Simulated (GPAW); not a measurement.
Te2Pt (Moncheite):

```
Pt Te
1.0
     4.01000    0.00000    0.00000
    -2.00500    3.47276    0.00000
     0.00000    0.00000    5.20100
Pt Te
1 2
Cartesian
  0.0000 0.0000 0.0000
  2.0050 1.1576 3.9007
  0.0000 2.3152 1.3002
```

* Program: GPAW 26.7.0
* Task: relaxation of cell and atoms
* Functional: PBE
* Potentials or basis: GPAW PAW data sets (gpaw-data 1.2.1)
* Cutoff: 600 eV
* Basis: pw
* k mesh: 6 × 6 × 4
* Occupations: fermi-dirac, width 0.05 eV
* Spin: no spin polarisation

At the start: pressure 7.8 GPa; volume 24.14 Å³/atom.

How do energy, volume and symmetry change on relaxing?

Over 13 steps the energy falls by 43.2 meV/atom and the volume is 25.77 Å³/atom (+6.7 %); space group P-3m1 (No. 164, to 0.05 Å).

Step by step:
| step | energy change (eV) | largest force (eV/Å) | pressure (GPa) | volume (Å³) |
| --- | --- | --- | --- | --- |
| 1 | 0.0000 | 0.9867 | 7.84 | 72.43 |
| 2 | -0.0720 | 0.6038 | 5.03 | 73.66 |
| 3 | -0.1262 | 0.0122 | 0.69 | 75.95 |
| 4 | -0.1270 | 0.0473 | 0.22 | 76.26 |
| 5 | -0.1272 | 0.0565 | 0.11 | 76.37 |
| 6 | -0.1278 | 0.0633 | -0.14 | 76.71 |
| 7 | -0.1285 | 0.0450 | -0.26 | 77.05 |
| 8 | -0.1290 | 0.0058 | -0.21 | 77.27 |
| 9 | -0.1292 | 0.0190 | -0.09 | 77.30 |
| 10 | -0.1293 | 0.0297 | 0.00 | 77.27 |
| 11 | -0.1295 | 0.0335 | 0.10 | 77.23 |
| 12 | -0.1296 | 0.0241 | 0.12 | 77.24 |
| 13 | -0.1297 | 0.0081 | 0.07 | 77.30 |

Final structure:
```
Pt Te
1.0
     4.07810    0.00000    0.00000
    -2.03905    3.53174    0.00000
     0.00000    0.00000    5.36686
Pt Te
1 2
Cartesian
  0.0000 0.0000 0.0000
  2.0391 1.1772 4.0041
  0.0000 2.3545 1.3627
```

Caveat: later steps reuse the first step's grids.
